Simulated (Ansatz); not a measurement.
**WS₂: a line through a two-coordinate scan**

One line of a two-coordinate grid on WS2 (P6_3/mmc, No. 194; 6 atoms in the cell): volume per atom at fixed shape is varied, at shift of S3 along [0 0 1] = 0.250 Å.

The COD entry's cell or inner coordinates are ideal or old and differ from later refinements, so a difference from it is no clean test against experiment.

Method: DFT PBEsol, scalar-relativistic, plane waves, PAW, in Ansatz 0.2.0.

15 further runs of the same task are left out: 15 set aside as unsound or not needed. Runs told in other sessions of the task aren't counted.

## 1. The starting structure

It takes space group P6_3/mmc (No. 194, hexagonal). The conventional cell has a = 3.146 Å, b = 3.146 Å, c = 12.697 Å, α = 90.00°, β = 90.00°, γ = 120.00°. Around W (site symmetry -6m2) lie 6 S at 2.40 Å. S (site symmetry 3m) has 3 W at 2.40 Å in its first shell of neighbours.

Coordinates:

```cif
data_structure
_symmetry_space_group_name_H-M 'P6_3/mmc'
_symmetry_Int_Tables_number 194
_cell_length_a 3.1462
_cell_length_b 3.1462
_cell_length_c 12.6967
_cell_angle_alpha 90.000
_cell_angle_beta 90.000
_cell_angle_gamma 120.000
_cell_volume 108.84
loop_
_atom_site_label
_atom_site_type_symbol
_atom_site_symmetry_multiplicity
_atom_site_Wyckoff_symbol
_atom_site_fract_x
_atom_site_fract_y
_atom_site_fract_z
_atom_site_occupancy
W1 W 2 c 0.33333 0.66667 0.25000 1
S1 S 4 f 0.33333 0.66667 0.62655 1
```

It is the result of an earlier relaxation at this level (volume 18.14 Å³/atom; gap on the mesh: 1.10 eV).

## 2. The scan

Atoms count from 1 in the order of the input.

The energy is mapped over a free internal coordinate and the cell.

The axes are (1) shift of S3 along [0 0 1], its symmetry partners moved as symmetry demands (measured in the relaxed cell): 7 values from −0.250 Å; (2) volume per atom at fixed shape: 7 values from 16.69 to 19.59 Å³.

Nothing else is relaxed (all other coordinates fixed). Energies count from the relaxed crystal. Points are written as (first, second).

## 3. Point (0.250 Å, 16.69 Å³)

Input file input.yaml:

```yaml
crystal:
  lattice:
    - [3.0599748907, 0.0, 0.0]
    - [-1.5299874454, 2.6500159903, 0.0]
    - [0.0, 0.0, 12.3485284809]
  atoms:
    - { symbol: W, position: [0.3333333333, 0.6666666667, 0.25] }
    - { symbol: W, position: [0.6666666667, 0.3333333333, 0.75] }
    - { symbol: S, position: [0.3333333333, 0.6666666667, 0.646238958] }
    - { symbol: S, position: [0.6666666667, 0.3333333333, 0.146238958] }
    - { symbol: S, position: [0.3333333333, 0.6666666667, 0.853761042] }
    - { symbol: S, position: [0.6666666667, 0.3333333333, 0.353761042] }
basis:
  ecutwfc: 420
kpoints:
  mp_grid: { grid: [12, 12, 2] }
hamiltonian:
  xc: pbesol
  pseudopotentials: { kind: paw, azcp: { folder: soft_1 } }
scf:
  occupations: { method: gaussian, width: 0.05 }
output:
  forces: true
  stress: true
  eigenvalues: true
  write_density: true
  write_potential: true
  elf: true
  volumetric_format: npy
```

Command:

```bash
$ ansatz run input.yaml --threads 2 --pin off --max-ram 4096MiB --backend cpu --events-out ev --progress --plain --runs-dir out
```

The log of the run:

```text
Warning: <dir> the record states the generating functional pbe (its physics header spells it `PBE`), which answers neither for hamiltonian.xc's functional nor for the pbesol family's — results may be inconsistent (PPs are generated against a specific XC)
Warning: <dir> the record states the generating functional pbe (its physics header spells it `PBE`), which answers neither for hamiltonian.xc's functional nor for the pbesol family's — results may be inconsistent (PPs are generated against a specific XC)
Warning: RAYON_NUM_THREADS=2 ignored (pool sized by the plan → 2); use --threads N
Engine: ansatz 0.2.0, aarch64-unknown-linux-gnu
Pseudopotentials: kind: paw
Pseudopotential: W, paw, valence charge 14, recommended cutoff 420 eV (normal), <dir>
Pseudopotential: S, paw, valence charge 6, recommended cutoff 420 eV (normal), <dir>
Functional definition: PBEsol
  exchange = pbesol_x
  correlation = pbesol_c
Crystal: 6 atoms, lattice volume = 100.134 Å³
Basis set: ecut = 420 eV, 1925 PW (Γ), exchange–correlation on 48×48×180 points (8 copies of the dense FFT grid, shifted against one another)
Bands: 32, of which v1, the nominal top of the filled ones, is band 26 counted from 1 (25 counted from 0)
Symmetry: 24 space group operations
Space group: P63/mmc (ITA 194), of the structure as read, at distance tolerance 4.6e-5 Å
k-points: 38 of 288
Non-local potential: W, projectors of the file, l = 0: 3, l = 1: 2, l = 2: 2, l = 3: 1
Non-local potential: S, projectors of the file, l = 0: 2, l = 1: 2, l = 2: 1
PAW form: soft (Blöchl's): semilocal exchange-correlation on the pseudo side does not see the compensation charge
PAW frozen core: W, regenerated for the run's functional, and the local potential with it (the file was generated under x = pbe(κ = 0.804, μ = 0.2195149727645171), c = pbe(β = 0.06672455060314922))
PAW frozen core: S, regenerated for the run's functional, and the local potential with it (the file was generated under x = pbe(κ = 0.804, μ = 0.2195149727645171), c = pbe(β = 0.06672455060314922))
PAW one-centre angular grid: W, 590 points (default); XC on 64 Gauss nodes
PAW one-centre angular grid: S, 110 points (default); XC on 64 Gauss nodes
Initial density: superposition of atomic densities (chi_scale 0.1, normalization cell, long waves kept (reshape's long-wave potential 0.02 eV rms))
Initial wavefunctions: pseudopotential atomic-orbital guess
Functional: x = pbesol(κ = 0.804, μ = 0.12345679012345678), c = pbesol(β = 0.046)
SCF iter   1: F=—  HF=-24055.864331 eV  |F-HF|=—  |Δ(HF+E_count)|=         —  Δρ=5.22e-2  dr2=4.56e0  ethr=3.10e-3  ⟨swp⟩=9.6  Hψ=7216  notcnv=0
preconditioner: auto → LDOS  [insulator: Δε(μ)=0.098 eV  Ē_g=9.897 eV  σ=0.050 eV  W_gap=0.60  n_scr=26 (ndim 8)  ℏωp=22.3 eV  f_vac=0.052  D(μ)=3.06/eV (n_scr^D=8)  ε∞_Penn≈6.1  β→1.0]
SCF iter   2: F=—  HF=-24057.151245 eV  |F-HF|=—  |Δ(HF+E_count)|=    1.29e0  Δρ=5.21e-2  dr2=1.17e1  ethr=3.10e-3  ⟨swp⟩=5.1  Hψ=3484  notcnv=0  defer=58  recentre
preconditioner: auto → Resta (q_TF=auto, 2.446 Å⁻¹)  ε∞=5.9  [insulator: Δε(μ)=0.102 eV  Ē_g=10.029 eV  σ=0.050 eV  W_gap=0.80  n_scr=26 (ndim 8)  ℏωp=22.3 eV  f_vac=0.120  D(μ)=0.13/eV (n_scr^D=0)  ε∞_Penn≈5.9  β→0.5]
SCF iter   3: F=—  HF=-24054.536851 eV  |F-HF|=—  |Δ(HF+E_count)|=    2.61e0  Δρ=1.70e-2  dr2=1.84e-1  ethr=3.10e-3  ⟨swp⟩=4.5  Hψ=3092  notcnv=0  defer=65
SCF iter   4: F=—  HF=-24054.485760 eV  |F-HF|=—  |Δ(HF+E_count)|=   5.11e-2  Δρ=2.84e-3  dr2=6.17e-3  ethr=3.53e-4  ⟨swp⟩=2.7  Hψ=2172  notcnv=0  defer=61
SCF iter   5: F=—  HF=-24054.486174 eV  |F-HF|=—  |Δ(HF+E_count)|=   4.14e-4  Δρ=7.59e-4  dr2=7.58e-4  ethr=1.19e-5  ⟨swp⟩=2.6  Hψ=2104  notcnv=0  defer=61
SCF iter   6: F=—  HF=-24054.486349 eV  |F-HF|=—  |Δ(HF+E_count)|=   1.75e-4  Δρ=1.57e-4  dr2=3.25e-5  ethr=1.46e-6  ⟨swp⟩=2.1  Hψ=1715  notcnv=0  defer=61
SCF iter   7: F=—  HF=-24054.486368 eV  |F-HF|=—  |Δ(HF+E_count)|=   1.87e-5  Δρ=4.14e-5  dr2=2.40e-6  ethr=6.26e-8  ⟨swp⟩=2.1  Hψ=1867  notcnv=0  defer=61
SCF iter   8: F=—  HF=-24054.486370 eV  |F-HF|=—  |Δ(HF+E_count)|=   2.05e-6  Δρ=9.17e-6  dr2=1.21e-7  ethr=4.61e-9  ⟨swp⟩=2.1  Hψ=1835  notcnv=0  defer=61
SCF iter   9: F=-24054.486370 eV  HF=-24054.486370 eV  |F-HF|=7.79e-9  |Δ(HF+E_count)|=   1.81e-7  Δρ=1.99e-6  dr2=7.13e-9  ethr=1.92e-10  ⟨swp⟩=19.6  Hψ=10500  notcnv=0
SCF 1 converged in 9 iterations: F = -24054.486370 eV  dr2 = 7.13e-9
SCF converged after 9 iterations
Free energy (F): -24054.486370 eV
Harris-Foulkes:  -24054.486370 eV  (|F-HF|=7.79e-9)
Internal energy: -24054.486069 eV  (E = F + TS)
E sigma→0 (E₀):  -24054.486220 eV
Entropy (-TS):   -0.000301 eV (-0.050 meV/atom)
Fermi energy:    13.001351 eV
--- Per-component energies (eV) ---
  E_band       = -365.911782
  E_kinetic    = 1330.590106
  E_local      = -4475.144400  (includes V_loc(G=0)·N_el)
  E_nonlocal   = 97.973798
  E_hartree    = 1937.165990
  E_xc         = -905.059282
  E_vxc        = -819.772220  (∫ρ·V_xc dr)
  E_paw        = -19276.981139  (= ΣΔE_a)
  E_vpaw       = -373.896927  (= ΣTr[D̂ρ^β])
  E_aug_tail   = 0.000314  (compensation charges beyond the density's cutoff)
  E_ewald      = -2763.722969
  E_core_change = 0.691513  (= ΣΔE_core)
  E_smearing   = -0.000301  (= −TS)
  E_closure    = 0.000000  (closes the sum)
  Σ components = -24054.486370   (vs F -24054.486370, Δ=0.00e0)
--- Forces (eV/Å), atoms counted from 1 ---
  atom   1  W      0.00000000     0.00000000     0.00000000
  atom   2  W     -0.00000000    -0.00000000     0.00000000
  atom   3  S      0.00000000     0.00000000    -9.81009731
  atom   4  S      0.00000000    -0.00000000    -9.81009731
  atom   5  S      0.00000000     0.00000000     9.81009731
  atom   6  S     -0.00000000    -0.00000000     9.81009731
  max |Σ_I F_I| component: 1.76e-16 eV/Å
--- Stress (GPa, compression-positive) ---
       51.399147       0.000000       0.000000
        0.000000      51.399147       0.000000
        0.000000       0.000000      79.921271
  P = ⅓ Tr σ = 60.9065 GPa (609.065 kbar)
--- Band table (eV; the first three rows and the last of 38) ---
  k-point 0: bands = ["-61.7980", "-61.7980", "-26.3617", "-26.3617", "-26.1888", "-26.1888", "-26.1888", "-26.1888", "-5.0757", "-5.0343", "-1.5201", "-1.3553", "3.8031", "4.2468", "6.5874", "6.5874", "6.5888", "6.5888", "8.7575", "8.7575", "8.7673", "8.7673", "9.7227", "11.2785", "12.1936", "13.4345", "14.9003", "14.9003", "14.9103", "14.9103", "16.2135", "16.2135"]
  k-point 1: bands = ["-61.7980", "-61.7980", "-26.3617", "-26.3617", "-26.1888", "-26.1888", "-26.1888", "-26.1888", "-5.0553", "-5.0553", "-1.4389", "-1.4389", "4.0175", "4.0175", "6.5880", "6.5880", "6.5880", "6.5880", "8.7624", "8.7624", "8.7624", "8.7624", "10.3204", "10.3204", "13.0079", "13.0079", "14.9051", "14.9051", "14.9051", "14.9051", "16.2517", "16.2517"]
  k-point 2: bands = ["-61.7956", "-61.7956", "-26.3530", "-26.3530", "-26.2347", "-26.2347", "-26.1988", "-26.1988", "-4.9174", "-4.8757", "-1.5132", "-1.3567", "3.9244", "4.3598", "6.3596", "6.3662", "6.7529", "6.7551", "8.2668", "8.4362", "8.5551", "8.5660", "10.1399", "11.4594", "12.1337", "13.1027", "14.8156", "14.8644", "15.2290", "15.2426", "15.7659", "16.0017"]
  k-point 37: bands = ["-61.7579", "-61.7579", "-26.7035", "-26.7035", "-26.5778", "-26.5778", "-26.2136", "-26.2136", "-1.9570", "-1.9570", "-1.2449", "-1.2449", "4.1819", "4.1819", "5.3316", "5.3316", "6.0953", "6.0953", "7.1296", "7.1296", "8.5734", "8.5734", "10.1278", "10.1278", "11.1382", "11.1382", "12.3637", "12.3637", "16.2687", "16.2687", "17.2389", "17.2389"]
```

It took 12 s on 2 threads of Arm Neoverse N1, shared host; peak memory 0.41 GiB.

Density in a lattice plane of the grid's cell (edges 3.06 and 12.35 Å, at 0.333 of the third edge), which holds W and S.

Ten even steps from ' ' (0.02 e/Å³) to '@' (5.45 e/Å³):
```
            
            
  ....      
..  ..--**--
..  ..%%@@%%
..  ..--**--
  ....      
            
            
            
            
      ..::..
    ..::  ..
..  ........
..::..      
..  ........
    ..::  ..
      ..::..
            
            
```
Columns run along the first of these edges and rows up along the second, over one cell in 6 and 20 even steps from the bottom left corner. Atoms in the plane (fractional): W at (0.67, 0.75), S at (0.67, 0.15), S at (0.67, 0.35).

ELF in the same plane.

Values, 12 rows by 6 columns:
```
0.55 0.73 0.54 0.16 0.06 0.15
0.65 0.73 0.63 0.29 0.29 0.29
0.21 0.32 0.25 0.69 0.14 0.67
0.65 0.73 0.63 0.29 0.29 0.29
0.55 0.73 0.54 0.16 0.06 0.15
0.02 0.02 0.02 0.04 0.10 0.04
0.55 0.07 0.54 0.92 0.94 0.91
0.65 0.19 0.63 0.66 0.07 0.64
0.22 0.41 0.25 0.26 0.29 0.26
0.65 0.19 0.63 0.66 0.07 0.64
0.55 0.07 0.54 0.92 0.94 0.91
0.02 0.02 0.02 0.04 0.10 0.04
```
Columns run along the first of these edges and rows up along the second, over one cell in 6 and 12 even steps from the bottom left corner. Atoms in the plane (fractional): W at (0.67, 0.75), S at (0.67, 0.15), S at (0.67, 0.35).

Both are smooth fields of the valence electrons: close to the nuclei they are not physical.

Maxima of ELF outside the ion cores: 0.96 beside S, off the lines to its neighbours, 1.0 Å from S; 0.85 on the S–W line, 0.7 Å from S.

That is 951 meV/atom from the zero.

(Part 1 of 2 ends here.)
